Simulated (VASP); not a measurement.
# CaF2 (Fluorite) (Fm-3m) in VASP: further runs

Aim: see how the results for CaF2 (Fluorite) move with the level of theory and the settings. Levels: PBEsol, PBE+D4. Tasks: single point.

Program: VASP 6.6.1. These are calculated values, not measurements. Logs are shortened: lines on timing, memory, paths and dates and some standing lists are left out, and cuts for length are marked.

## Step 1: The crystal as given

The structure is cubic, space group Fm-3m (No. 225). Conventional cell: a = 5.462 Å, b = 5.462 Å, c = 5.462 Å, α = 90.00°, β = 90.00°, γ = 90.00°. Ca (site symmetry m-3m) has 8 F at 2.37 Å as nearest neighbours. Around F (site symmetry -43m) lie 4 Ca at 2.37 Å.

## Step 2: Single point, PBEsol

File INCAR:

```
SYSTEM = CaF2
PREC = Accurate
ENCUT = 520
EDIFF = 1E-6
ISMEAR = -1
SIGMA = 0.05
LREAL = .False.
LASPH = .True.
NELM = 100
ALGO = Normal
ISIF = 2
LWAVE = .False.
LCHARG = .False.
GGA = PS
NBANDS = 19
```

File KPOINTS:

```
Automatic mesh
0
Gamma
  8 8 8
  0 0 0
```

File POSCAR:

```
CaF2
1.0
    0.0000000000      2.7310000000      2.7310000000
    2.7310000000      0.0000000000      2.7310000000
    2.7310000000      2.7310000000      0.0000000000
Ca F
1 2
Direct
    0.0000000000      0.0000000000      0.0000000000
    0.7500000000      0.7500000000      0.7500000000
    0.2500000000      0.2500000000      0.2500000000
```

Potentials or basis: VASP PAW PBE potentials, release 64 (Ca_sv, F).

Run with:

```
cat potpaw_PBE.64/Ca_sv/POTCAR potpaw_PBE.64/F/POTCAR > POTCAR
mpirun -np 1 vasp_std > vasp.out
```

OUTCAR:

```text
SYSTEM = CaF2
   PREC = Accurate
   ENCUT = 520
   EDIFF = 1E-6
   ISMEAR = -1
   LREAL = .False.
   LASPH = .True.
   NELM = 100
   ISIF = 2
   GGA = PS

 ion  position               nearest neighbor table
   1  0.000  0.000  0.000-   2 2.37   2 2.37   2 2.37   2 2.37   3 2.37   3 2.37   3 2.37   3 2.37

   2  0.750  0.750  0.750-   1 2.37   1 2.37   1 2.37   1 2.37
   3  0.250  0.250  0.250-   1 2.37   1 2.37   1 2.37   1 2.37

  LATTYP: Found a face centered cubic cell.
 ALAT       =     5.4620000000

  Lattice vectors:

 A1 = (   0.0000000000,   2.7310000000,   2.7310000000)
 A2 = (   2.7310000000,   0.0000000000,   2.7310000000)
 A3 = (   2.7310000000,   2.7310000000,   0.0000000000)

Analysis of symmetry for initial positions (statically):
=====================================================================
 Subroutine PRICEL returns:
 Original cell was already a primitive cell.

 Routine SETGRP: Setting up the symmetry group for a
 face centered cubic supercell.

 Subroutine GETGRP returns: Found 48 space group operations
 (whereof 48 operations were pure point group operations)
 out of a pool of 48 trial point group operations.

The static configuration has the point symmetry O_h .

Analysis of symmetry for dynamics (positions and initial velocities):
=====================================================================
 Subroutine PRICEL returns:
 Original cell was already a primitive cell.

 Routine SETGRP: Setting up the symmetry group for a
 face centered cubic supercell.

 Subroutine GETGRP returns: Found 48 space group operations
 (whereof 48 operations were pure point group operations)
 out of a pool of 48 trial point group operations.

The dynamic configuration has the point symmetry O_h .

 Subroutine INISYM returns: Found 48 space group operations
 (whereof 48 operations are pure point group operations),
 and found     1 'primitive' translations

----------------------------------------------------------------------------------------

                                     Primitive cell

  volume of cell :      40.7376

  direct lattice vectors                    reciprocal lattice vectors
     0.000000000  2.731000000  2.731000000    -0.183083120  0.183083120  0.183083120
     2.731000000  0.000000000  2.731000000     0.183083120 -0.183083120  0.183083120
     2.731000000  2.731000000  0.000000000     0.183083120  0.183083120 -0.183083120

  length of vectors
     3.862217239  3.862217239  3.862217239     0.317109265  0.317109265  0.317109265

  position of ions in fractional coordinates (direct lattice)
     0.000000000  0.000000000  0.000000000
     0.750000000  0.750000000  0.750000000
     0.250000000  0.250000000  0.250000000

  ion indices of the primitive-cell ions
   primitive index   ion index
                 1           1
                 2           2
                 3           3

----------------------------------------------------------------------------------------

 KPOINTS: Automatic mesh

Automatic generation of k-mesh.
 Grid dimensions read from file:
 generate k-points for:    8    8    8

 Generating k-lattice:

  Cartesian coordinates                     Fractional coordinates (reciprocal lattice)
    -0.022885390  0.022885390  0.022885390     0.125000000  0.000000000  0.000000000
     0.022885390 -0.022885390  0.022885390     0.000000000  0.125000000  0.000000000
     0.022885390  0.022885390 -0.022885390     0.000000000  0.000000000  0.125000000

  Length of vectors
     0.039638658  0.039638658  0.039638658

  Shift w.r.t. Gamma in fractional coordinates (k-lattice)
     0.000000000  0.000000000  0.000000000

 Subroutine IBZKPT returns following result:
 ===========================================

 Found     29 irreducible k-points:

 Following reciprocal coordinates:
            Coordinates               Weight
  0.000000  0.000000  0.000000      1.000000
  0.125000  0.000000  0.000000      8.000000
  0.250000  0.000000  0.000000      8.000000
  0.375000  0.000000  0.000000      8.000000
  0.500000  0.000000  0.000000      4.000000
  0.125000  0.125000  0.000000      6.000000
[... 16 lines left out ...]
  0.500000  0.250000  0.125000     48.000000
 -0.375000  0.250000  0.125000     24.000000
 [... further k-points ...]
   k-points           NKPTS =     29   k-points in BZ     NKDIM =     29   number of bands    NBANDS=     19
   number of dos      NEDOS =    301   number of ions     NIONS =      3
   total plane-waves  NPLWV =  27000
   dimension x,y,z NGX =    30 NGY =   30 NGZ =   30
   dimension x,y,z NGXF=    60 NGYF=   60 NGZF=   60
   ions per type =               1   2
   NGX,Y,Z   is equivalent  to a cutoff of  12.91, 12.91, 12.91 a.u.
   NGXF,Y,Z  is equivalent  to a cutoff of  25.83, 25.83, 25.83 a.u.
 SYSTEM =  CaF2
   PREC   = accura    normal or accurate (medium, high low for compatibility)
   ISTART =      0    job   : 0-new  1-cont  2-samecut
   ICHARG =      2    charge: 1-file 2-atom 10-const
   ISPIN  =      1    spin polarized calculation?
   LNONCOLLINEAR =      F non collinear calculations
   LSORBIT =      F    spin-orbit coupling
   LASPH  =      T    aspherical Exc in radial PAW
   ENCUT  =  520.0 eV  38.22 Ry    6.18 a.u.   7.18  7.18  7.18*2*pi/ulx,y,z
   NELM   =    100;   NELMIN=  2; NELMDL= -5     # of ELM steps
   EDIFF  = 0.1E-05   stopping-criterion for ELM
   LREAL  =      F    real-space projection
   EDIFFG = 0.1E-04   stopping-criterion for IOM
   NSW    =      0    number of steps for IOM
   IBRION =     -1    ionic relax: 0-MD 1-quasi-New 2-CG
   NFREE  =      0    steps in history (QN), initial steepest desc. (CG)
   ISIF   =      2    stress and relaxation
   ISYM   =      2    0-nonsym 1-usesym 2-fastsym
   POTIM  = 0.5000    time-step for ionic-motion
   TEBEG  =    0.0;   TEEND  =   0.0 temperature during run
   PSTRESS=    0.0 pullay stress
   NELECT =      24.0000    total number of electrons
   NUPDOWN=      -1.0000    fix difference up-down
   EMIN   =  10.00;   EMAX   =-10.00  energy-range for DOS
   EFERMI =   0.00;   METHOD = LEGACY
   ISMEAR =    -1;   SIGMA  =   0.05  broadening in eV -4-tet -1-fermi 0-gaus
   EFERMI_NEDOS =   21; number of points for ismear=-14 and -15
   IALGO  =     38    algorithm
   IMIX   =      4    mixing-type and parameters
     AMIX     =   0.40;   BMIX     =  1.00
     AMIX_MAG =   1.60;   BMIX_MAG =  1.00
  volume/ion in A,a.u.               =      13.58        91.64
  Fermi-wavevector in a.u.,A,eV,Ry     =   1.372398  2.593457 25.626266  1.883477
  Thomas-Fermi vector in A             =   2.498009
   LORBIT       =      0    0 simple, 1 ext, 2 COOP (PROOUT), +10 PAW based schemes
   GGA     = PS    functional components
   LHFCALC =     F    Hartree Fock is set to
   AEXX    =    0.0000 exact exchange contribution
   IVDW    =     0    specifies the selected vdW correction
   LEPSILON=     F    determine dielectric tensor
   LRPA    =     F    only Hartree local field effects (RPA)
 non-spin polarized calculation
  energy-cutoff  :      520.00
  volume of cell :       40.74
 maximum number of plane-waves:      1121
 NGX is ok and might be reduce to    30
   NGX = 15   NGY = 15   NGZ = 15

 number of electron      23.9999987 magnetization

 Free energy of the ion-electron system (eV)
  ---------------------------------------------------
  ext. energy  EPLUGINS =         0.00000000
  ---------------------------------------------------
  free energy    TOTEN  =       -17.89817107 eV

  energy without entropy =      -17.89817107  energy(sigma->0) =      -17.89817107

 E-fermi :  -0.0113     XC(G=0):  -9.8977

 val. band max:       -1.0827299354   @ k =   0.5000   0.5000   0.0000
 cond. band min:       6.0097928542   @ k =   0.0000   0.0000   0.0000
 fundamental gap:      7.0925227896
 Fermi energy:        -0.0113213078

 k-point     1 :       0.0000    0.0000    0.0000
  band No.  band energies     occupation
      1     -36.8949      2.00000
      2     -20.9041      2.00000
      3     -20.1154      2.00000
      4     -17.9191      2.00000
      5     -17.9191      2.00000
      6     -17.9191      2.00000
[... 11 lines left out ...]
     18      10.1412      0.00000
     19      15.6686      0.00000

 k-point     2 :       0.1250    0.0000    0.0000
  band No.  band energies     occupation
      1     -36.8898      2.00000
      2     -20.9457      2.00000
      3     -20.1558      2.00000
      4     -17.9256      2.00000
      5     -17.9256      2.00000
      6     -17.8490      2.00000
[... 11 lines left out ...]
     18      10.1005      0.00000
     19      14.9491      0.00000

 k-point     3 :       0.2500    0.0000    0.0000
  band No.  band energies     occupation
      1     -36.8775      2.00000
      2     -21.0146      2.00000
      3     -20.2867      2.00000
      4     -17.9410      2.00000
      5     -17.9410      2.00000
      6     -17.6720      2.00000
[... 11 lines left out ...]
     18      10.0021      0.00000
     19      13.6730      0.00000

 k-point     4 :       0.3750    0.0000    0.0000
  band No.  band energies     occupation
      1     -36.8651      2.00000
      2     -21.0407      2.00000
      3     -20.4615      2.00000
      4     -17.9564      2.00000
      5     -17.9564      2.00000
      6     -17.4891      2.00000
[... 407 lines left out ...]
     18      10.1067      0.00000
     19      14.1701      0.00000

 k-point    23 :       0.5000    0.2500    0.1250
  band No.  band energies     occupation
      1     -36.8583      2.00000
      2     -21.0313      2.00000
      3     -20.5882      2.00000
      4     -17.9811      2.00000
      5     -17.8059      2.00000
      6     -17.5210      2.00000
[... 11 lines left out ...]
     18      10.7160      0.00000
     19      13.5026      0.00000

 k-point    24 :      -0.3750    0.2500    0.1250
  band No.  band energies     occupation
      1     -36.8542      2.00000
      2     -20.9639      2.00000
      3     -20.7309      2.00000
      4     -17.9888      2.00000
      5     -17.7585      2.00000
      6     -17.4994      2.00000
[... 11 lines left out ...]
     18      11.3126      0.00000
     19      12.9655      0.00000

 [... further k-points ...]

------------------------ aborting loop because EDIFF is reached ----------------------------------------

  FORCE on cell =-STRESS in cart. coord.  units (eV):
  Direction    XX          YY          ZZ          XY          YZ          ZX
  --------------------------------------------------------------------------------------
  -------------------------------------------------------------------------------------
  Total       -0.4062320     -0.4062320     -0.4062320      0.0000000     -0.0000000     -0.0000000
  in kB      -15.9767951    -15.9767951    -15.9767951      0.0000000     -0.0000000     -0.0000000
  external PRESSURE =     -15.9767951 kB  Pullay stress =       0.0000000 kB

 VOLUME and BASIS-vectors are now :
 -----------------------------------------------------------------------------
  energy-cutoff  :      520.00
  volume of cell :       40.74
      direct lattice vectors                 reciprocal lattice vectors
     0.000000000  2.731000000  2.731000000    -0.183083120  0.183083120  0.183083120
     2.731000000  0.000000000  2.731000000     0.183083120 -0.183083120  0.183083120
     2.731000000  2.731000000  0.000000000     0.183083120  0.183083120 -0.183083120

 POSITION                                       TOTAL-FORCE (eV/Angst)
 -----------------------------------------------------------------------------------
      0.00000      0.00000      0.00000         0.000000     -0.000000      0.000000
      4.09650      4.09650      4.09650         0.000000      0.000000      0.000000
      1.36550      1.36550      1.36550        -0.000000     -0.000000     -0.000000
 -----------------------------------------------------------------------------------
    total drift:                                0.000000     -0.000000      0.000000

  FREE ENERGIE OF THE ION-ELECTRON SYSTEM (eV)
  ---------------------------------------------------
  free  energy   TOTEN  =       -17.8981710652 eV

  energy  without entropy=      -17.8981710652  energy(sigma->0) =      -17.89817107
```

It took 14 s on 1 thread of AMD EPYC 9R45 (Zen 5), shared host; peak memory 0.15 GiB.

What came out:

```yaml
Free_energy: -17.8982 eV
Pressure: -1.6 GPa
Band_gap_on_the_k_mesh: 7.09 eV, indirect (least direct gap 7.35 eV)
```

Levels at points of the mesh, in eV from the valence-band top:
```
           k point  band 8  band 9  band 10  band 11  band 12  band 13  band 14  band 15  band 16  band 17
(0.00, 0.00, 0.00)   -2.15   -2.15    -0.26    -0.26    -0.26     7.09     9.12     9.12    11.22    11.22
(0.50, 0.00, 0.00)   -1.54   -1.31    -1.26    -0.85    -0.85     9.34     9.34     9.70    10.54    10.95
(0.50, 0.50, 0.00)   -1.67   -1.67    -0.37    -0.37     0.00     8.02     9.47    10.07    10.86    10.86
```

Caveat: the PAW data sets were made with another functional, which shifts forces and pressure a little. A hybrid or GW would open this gap; PBEsol tends to underestimate it.

## Step 3: Single point, PBE+D4

This run uses another cell than the first one, of 14.39 Å³/atom, 1.060 times its volume.

File INCAR:

```
ALGO = Normal
EDIFF = 1E-6
ENCUT = 520
GGA = PE
ISIF = 2
ISMEAR = -1
IVDW = 13
LASPH = T
LCHARG = F
LREAL = F
LWAVE = F
NBANDS = 19
NELM = 100
PREC = Accurate
SIGMA = 0.05
```

File KPOINTS:

```
k-points
0
Gamma
  8 8 8
```

File POSCAR:

```
CaF2
1.0
    0.0000000000      2.7845626180      2.7845626180
    2.7845626180      0.0000000000      2.7845626180
    2.7845626180      2.7845626180      0.0000000000
Ca F
1 2
Direct
    0.0000000000      0.0000000000      0.0000000000
    0.7500000000      0.7500000000      0.7500000000
    0.2500000000      0.2500000000      0.2500000000
```

Potentials or basis: VASP PAW PBE potentials, release 64 (Ca_sv, F).

Run with:

```
cat potpaw_PBE.64/Ca_sv/POTCAR potpaw_PBE.64/F/POTCAR > POTCAR
mpirun -np 1 vasp_std > vasp.out
```

It took 14 s on 1 thread of AMD EPYC 9R45 (Zen 5), shared host; peak memory 0.15 GiB.

It converged, with:

| Item | Value |
| --- | --- |
| Free energy | -17.6235 eV |
| Pressure | -3.2 GPa |
| Band gap on the k mesh | 6.94 eV, indirect (least direct gap 7.19 eV) |
| Dispersion energy per atom | -0.096 eV |

Levels at points of the mesh, in eV from the valence-band top:
| k point | band 8 | band 9 | band 10 | band 11 | band 12 | band 13 | band 14 | band 15 | band 16 | band 17 |
| --- | --- | --- | --- | --- | --- | --- | --- | --- | --- | --- |
| (0.00, 0.00, 0.00) | -1.93 | -1.93 | -0.25 | -0.25 | -0.25 | 6.94 | 8.93 | 8.93 | 10.77 | 10.77 |
| (0.50, 0.00, 0.00) | -1.38 | -1.22 | -1.17 | -0.79 | -0.79 | 9.12 | 9.12 | 9.37 | 10.43 | 10.54 |
| (0.50, 0.50, 0.00) | -1.56 | -1.56 | -0.33 | -0.33 | 0.00 | 7.95 | 9.18 | 9.76 | 10.47 | 10.47 |
